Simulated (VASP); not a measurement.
# Ti (P6/mmm) in VASP: notebook

One crystal, Ti, is run at these levels: PBE; tasks: single point.

All numbers are computed with VASP 6.6.1; they aren't measurements. Logs are shortened: lines on timing, memory, paths and dates and some standing lists are left out, and cuts for length are marked.

## Step 1: The structure

Symmetry: P6/mmm, No. 191, hexagonal system. The conventional cell has a = 4.567 Å, b = 4.567 Å, c = 2.826 Å, α = 90.00°, β = 90.00°, γ = 120.00°. Around Ti (site symmetry -6m2) lie 11 Ti at 2.64 to 2.99 Å. Ti (site symmetry 6/mmm) has 14 Ti at 2.83 to 2.99 Å as nearest neighbours.

This isn't the form of Ti at room conditions, which is hcp.

## Step 2: Single point, PBE

INCAR

```
SYSTEM = Ti
PREC     = Accurate       ! precision mode
ENCUT    = 200            ! plane-wave cutoff, eV
EDIFF    = 1E-6           ! SCF threshold, eV
ISMEAR   = 0              ! smearing method
SIGMA    = 0.15           ! smearing width, eV
LREAL    = .False.        ! projectors in reciprocal space
LASPH    = .True.         ! aspherical terms in the spheres
NELM     = 100            ! most SCF steps
ALGO     = Normal         ! electronic algorithm
ISIF     = 2              ! what is computed and relaxed
LWAVE    = .False.        ! write WAVECAR
LCHARG   = .False.        ! write CHGCAR
GGA      = PE             ! functional
NBANDS   = 13             ! bands
ADDGRID  = .False.
```

KPOINTS

```
Automatic mesh
0
Gamma
  4 4 5
  0 0 0
```

POSCAR

```
Ti
1.0
    4.5673748306      0.0000000000      0.0000000000
   -2.2836874153      3.9554626319      0.0000000000
    0.0000000000      0.0000000000      2.8262442700
Ti
3
Direct
    0.6666666667      0.3333333333      0.5000000000
    0.3333333333      0.6666666667      0.5000000000
    0.0000000000      0.0000000000      0.0000000000
```

Potentials or basis: VASP PAW PBE potentials, release 64 (Ti).

The run is started by

```console
> cat potpaw_PBE.64/Ti/POTCAR > POTCAR
> mpirun -np 1 vasp_std > vasp.out
```

OUTCAR:

```text
SYSTEM = Ti
   PREC = Accurate
   ENCUT = 200
   EDIFF = 1E-6
   ISMEAR = 0
   LREAL = .False.
   LASPH = .True.
   NELM = 100
   ISIF = 2
   GGA = PE

 Found     12 irreducible k-points:

 Following reciprocal coordinates:
            Coordinates               Weight
  0.000000  0.000000  0.000000      1.000000
  0.250000  0.000000  0.000000      6.000000
  0.500000  0.000000  0.000000      3.000000
  0.250000  0.250000  0.000000      6.000000
  0.000000  0.000000  0.200000      2.000000
  0.250000  0.000000  0.200000     12.000000
   k-points           NKPTS =     12   k-points in BZ     NKDIM =     12   number of bands    NBANDS=     13
   number of dos      NEDOS =    301   number of ions     NIONS =      3
   total plane-waves  NPLWV =   8064
   dimension x,y,z NGX =    24 NGY =   24 NGZ =   14
   dimension x,y,z NGXF=    48 NGYF=   48 NGZF=   28
   ions per type =               3
   NGX,Y,Z   is equivalent  to a cutoff of   8.74,  8.74,  8.24 a.u.
   NGXF,Y,Z  is equivalent  to a cutoff of  17.47, 17.47, 16.47 a.u.
 SYSTEM =  Ti
   PREC   = accura    normal or accurate (medium, high low for compatibility)
   ISTART =      0    job   : 0-new  1-cont  2-samecut
   ICHARG =      2    charge: 1-file 2-atom 10-const
   ISPIN  =      1    spin polarized calculation?
   LNONCOLLINEAR =      F non collinear calculations
   LSORBIT =      F    spin-orbit coupling
   LASPH  =      T    aspherical Exc in radial PAW
   ENCUT  =  200.0 eV  14.70 Ry    3.83 a.u.   5.27  5.27  3.26*2*pi/ulx,y,z
   NELM   =    100;   NELMIN=  2; NELMDL= -5     # of ELM steps
   EDIFF  = 0.1E-05   stopping-criterion for ELM
   LREAL  =      F    real-space projection
   EDIFFG = 0.1E-04   stopping-criterion for IOM
   NSW    =      0    number of steps for IOM
   IBRION =     -1    ionic relax: 0-MD 1-quasi-New 2-CG
   NFREE  =      0    steps in history (QN), initial steepest desc. (CG)
   ISIF   =      2    stress and relaxation
   ISYM   =      2    0-nonsym 1-usesym 2-fastsym
   POTIM  = 0.5000    time-step for ionic-motion
   TEBEG  =    0.0;   TEEND  =   0.0 temperature during run
   PSTRESS=    0.0 pullay stress
   NELECT =      12.0000    total number of electrons
   NUPDOWN=      -1.0000    fix difference up-down
   EMIN   =  10.00;   EMAX   =-10.00  energy-range for DOS
   EFERMI =   0.00;   METHOD = LEGACY
   ISMEAR =     0;   SIGMA  =   0.15  broadening in eV -4-tet -1-fermi 0-gaus
   EFERMI_NEDOS =   21; number of points for ismear=-14 and -15
   IALGO  =     38    algorithm
   IMIX   =      4    mixing-type and parameters
     AMIX     =   0.40;   BMIX     =  1.00
     AMIX_MAG =   1.60;   BMIX_MAG =  1.00
  volume/ion in A,a.u.               =      17.02       114.85
  Fermi-wavevector in a.u.,A,eV,Ry     =   1.010285  1.909162 13.887145  1.020676
  Thomas-Fermi vector in A             =   2.143265
   LORBIT       =      0    0 simple, 1 ext, 2 COOP (PROOUT), +10 PAW based schemes
   GGA     = PE    functional components
   LHFCALC =     F    Hartree Fock is set to
   AEXX    =    0.0000 exact exchange contribution
   IVDW    =     0    specifies the selected vdW correction
   LEPSILON=     F    determine dielectric tensor
   LRPA    =     F    only Hartree local field effects (RPA)
 non-spin polarized calculation
 Gauss-broadening in eV      SIGMA  =   0.15
  energy-cutoff  :      200.00
  volume of cell :       51.06
 maximum number of plane-waves:       334
 NGX is ok and might be reduce to    24
   NGX = 11   NGY = 11   NGZ =  7

 number of electron      12.0000008 magnetization

 Free energy of the ion-electron system (eV)
  ---------------------------------------------------
  ext. energy  EPLUGINS =         0.00000000
  ---------------------------------------------------
  free energy    TOTEN  =       -23.37249265 eV

  energy without entropy =      -23.34142440  energy(sigma->0) =      -23.35695853

 E-fermi :   3.0726     XC(G=0): -11.1539

 val. band max:        3.0562458921   @ k =   0.0000   0.0000   0.0000
 cond. band min:       3.0732905624   @ k =   0.2500   0.2500   0.0000
 fundamental gap:      0.0170446704
 Fermi energy:         3.0725747783

 k-point     1 :       0.0000    0.0000    0.0000
  band No.  band energies     occupation
      1      -2.9682      2.00000
      2       1.1321      2.00000
      3       2.3468      2.00000
      4       2.3468      2.00000
      5       2.4486      2.00000
      6       2.4486      2.00000
      7       3.0562      1.12235
      8       3.7409      0.00000
      9       4.3245      0.00000
     10       4.3245      0.00000
     11       4.8500      0.00000
     12       4.8500      0.00000
     13       4.9605      0.00000

 k-point     2 :       0.2500    0.0000    0.0000
  band No.  band energies     occupation
      1      -2.2641      2.00000
      2       0.9202      2.00000
      3       1.3446      2.00000
      4       2.0847      2.00000
      5       2.2479      2.00000
      6       3.2536      0.08787
      7       3.2863      0.04393
      8       3.7388      0.00000
      9       3.8883      0.00000
     10       4.3038      0.00000
     11       4.5368      0.00000
     12       4.8070      0.00000
     13       5.6478      0.00000

 k-point     3 :       0.5000    0.0000    0.0000
  band No.  band energies     occupation
      1      -0.5554      2.00000
      2      -0.4407      2.00000
      3       0.4651      2.00000
      4       2.6512      1.99993
      5       2.6732      1.99983
      6       2.7137      1.99929
      7       3.1030      0.77447
      8       3.5914      0.00000
      9       4.0774      0.00000
     10       4.1539      0.00000
     11       4.9498      0.00000
     12       5.0767      0.00000
     13       5.6592      0.00000

 k-point     4 :       0.2500    0.2500    0.0000
  band No.  band energies     occupation
      1      -1.0698      2.00000
      2       0.2385      2.00000
      3       0.4726      2.00000
      4       2.4581      2.00000
      5       2.7555      1.99720
      6       3.0733      0.99462
      7       3.3177      0.02080
      8       3.3960      0.00229
      9       3.5956      0.00000
     10       4.3982      0.00000
     11       4.4225      0.00000
     12       5.1969      0.00000
     13       5.4168      0.00000

 k-point     5 :       0.0000    0.0000    0.2000
  band No.  band energies     occupation
      1      -2.0990      2.00000
      2       1.7138      2.00000
      3       1.8355      2.00000
      4       1.8355      2.00000
      5       2.0761      2.00000
      6       2.0761      2.00000
      7       4.1871      0.00000
      8       4.2082      0.00000
      9       4.2082      0.00000
     10       4.4960      0.00000
     11       4.6800      0.00000
     12       4.6800      0.00000
     13       5.3869      0.00000

 k-point     6 :       0.2500    0.0000    0.2000
  band No.  band energies     occupation
      1      -1.4669      2.00000
      2       1.4060      2.00000
      3       1.5470      2.00000
      4       2.0162      2.00000
      5       2.0616      2.00000
      6       2.4005      2.00000
      7       3.8174      0.00000
      8       3.9812      0.00000
      9       4.0342      0.00000
     10       4.1012      0.00000
     11       4.6038      0.00000
     12       4.8053      0.00000
     13       5.8444      0.00000

 [... further k-points ...]
[... 5 lines left out ...]
  --------------------------------------------------------------------------------------
  -------------------------------------------------------------------------------------
  Total       -0.4431436     -0.4431436     -0.4647122     -0.0000000      0.0000000      0.0000000
  in kB      -13.9053334    -13.9053334    -14.5821319     -0.0000000      0.0000000      0.0000000
  external PRESSURE =     -14.1309329 kB  Pullay stress =       0.0000000 kB

 VOLUME and BASIS-vectors are now :
 -----------------------------------------------------------------------------
  energy-cutoff  :      200.00
  volume of cell :       51.06
      direct lattice vectors                 reciprocal lattice vectors
     4.567374831  0.000000000  0.000000000     0.218944150  0.126407464  0.000000000
    -2.283687415  3.955462632  0.000000000     0.000000000  0.252814928  0.000000000
     0.000000000  0.000000000  2.826244270     0.000000000  0.000000000  0.353826458

 POSITION                                       TOTAL-FORCE (eV/Angst)
 -----------------------------------------------------------------------------------
      2.28369      1.31849      1.41312         0.000000     -0.000000     -0.000000
     -0.00000      2.63698      1.41312        -0.000000      0.000000      0.000000
      0.00000      0.00000      0.00000        -0.000000      0.000000      0.000000
 -----------------------------------------------------------------------------------
    total drift:                                0.000000      0.000000      0.000000

  FREE ENERGIE OF THE ION-ELECTRON SYSTEM (eV)
  ---------------------------------------------------
  free  energy   TOTEN  =       -23.3724926535 eV

  energy  without entropy=      -23.3414243991  energy(sigma->0) =      -23.35695853
```

Wall time 5.2 s (1 thread of Intel Xeon Platinum 8488C (Sapphire Rapids), shared host); peak memory 0.12 GiB.

These settings aren't checked as converged: the numbers below hold their error.

What came out:

| Quantity | Value |
| --- | --- |
| Free energy | -23.3725 eV |
| Band gap on the k mesh | none (metal or under the smearing width) |

Caveat: the k mesh is coarse (spacing up to 0.44 Å⁻¹), so the values aren't converged; the cutoff is under 1.25 times the usual one of these potentials, so pressure, stress and relaxed cells hold a basis-set (Pulay) error.

## Step 3: Single point, PBE

INCAR is that of step 2.

KPOINTS is that of step 2.

POSCAR

```
Ti
1.0
    4.5673748306      0.0000000000      0.0000000000
   -2.2836874153      3.9554626319      0.0000000000
    0.0000000000      0.0000000000      2.8262442700
Ti
3
Direct
    0.6535550000      0.3369470000      0.4982190000
    0.3492570000      0.6782810000      0.5288300000
    0.0014220000     -0.0021490000     -0.0037100000
```

Potentials or basis: VASP PAW PBE potentials, release 64 (Ti).

The run is started by

```console
> cat potpaw_PBE.64/Ti/POTCAR > POTCAR
> mpirun -np 1 vasp_std > vasp.out
```

It took 8.1 s on 1 thread of Intel Xeon Platinum 8488C (Sapphire Rapids), shared host; peak memory 0.12 GiB.

The run converged, but some of its settings lie outside the range that counts as converged, so its numbers aren't taken as properties of the crystal.

What came out:

| Property | Result |
| --- | --- |
| Free energy | -23.3409 eV |
| Largest force | 0.387 eV/Å |
| Band gap on the k mesh | none (metal or under the smearing width) |

Caveat: the k mesh is coarse (spacing up to 0.44 Å⁻¹), so the values aren't converged; the cutoff is under 1.25 times the usual one of these potentials, so pressure, stress and relaxed cells hold a basis-set (Pulay) error.

## Step 4: Single point, PBE

INCAR, as its differences from that of step 3:

```diff
@@ -2,3 +2,3 @@
 PREC     = Accurate       ! precision mode
-ENCUT    = 200            ! plane-wave cutoff, eV
+ENCUT    = 250            ! plane-wave cutoff, eV
 EDIFF    = 1E-6           ! SCF threshold, eV
```

KPOINTS is that of step 3.

POSCAR

```
Ti
1.0
    4.5673748306      0.0000000000      0.0000000000
   -2.2836874153      3.9554626319      0.0000000000
    0.0000000000      0.0000000000      2.8262442700
Ti
3
Direct
    0.6666666667      0.3333333333      0.5000000000
    0.3333333333      0.6666666667      0.5000000000
    0.0000000000      0.0000000000      0.0000000000
```

The run is started by

```console
> cat potpaw_PBE.64/Ti/POTCAR > POTCAR
> mpirun -np 1 vasp_std > vasp.out
```

Run time: 6.2 s. Hardware: 1 thread of Intel Xeon Platinum 8488C (Sapphire Rapids), shared host; peak memory 0.12 GiB.

The run converged, but some of its settings lie outside the range that counts as converged, so its numbers aren't taken as properties of the crystal.

Results:

```
Free energy            : -23.3679 eV
Pressure               : -1.5 GPa
Band gap on the k mesh : none (metal or under the smearing width)
```

Caveat: the k mesh is coarse (spacing up to 0.44 Å⁻¹), so the values aren't converged.

## Step 5: The reference run

An earlier run on the cell as given: functional PBEsol; potentials or basis VASP PAW PBE potentials, release 64 (Ti_sv); cutoff 520 eV; k mesh 7 × 7 × 9; occupations fermi-dirac, width 0.05 eV; no spin polarisation.

- Pressure: -3.9 GPa
- Band gap on the k mesh: none (metal or under the smearing width)
